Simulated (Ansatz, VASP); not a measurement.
One calculation of MgB2, two programs

```
CELL_PARAMETERS angstrom
3.08500 0.00000 0.00000
-1.54250 2.67169 0.00000
0.00000 0.00000 3.52300
ATOMIC_POSITIONS crystal
Mg 0.00000 0.00000 0.00000
B 0.66667 0.33333 0.50000
B 0.33333 0.66667 0.50000
```

Alike in both runs: task single point; functional PBE; k mesh 10 × 10 × 8; occupations gaussian, width 0.025 eV; no spin polarisation.

```csv
,VASP,Ansatz
version,VASP 6.6.1,Ansatz 0.2.0
potentials or method,"VASP PAW PBE potentials, release 64 (Mg, B)",Ansatz PAW
plane-wave cutoff (eV),520,420
valence electrons in the cell,8,16
```

VASP gave:

| Property | Result |
| --- | --- |
| gap on the k mesh at the Fermi level (eV) | none |
| pressure (GPa) | -1.1 |
| largest component of the traceless stress (GPa) | 0.55 |

Estimate Ansatz's values.

gap on the k mesh at the Fermi level (eV): none; pressure (GPa): -0.9; largest component of the traceless stress (GPa): 0.44.

A gap of «none» marks a metal or a gap that the smearing closes. The two sets of potentials don't hold the same shells in valence.
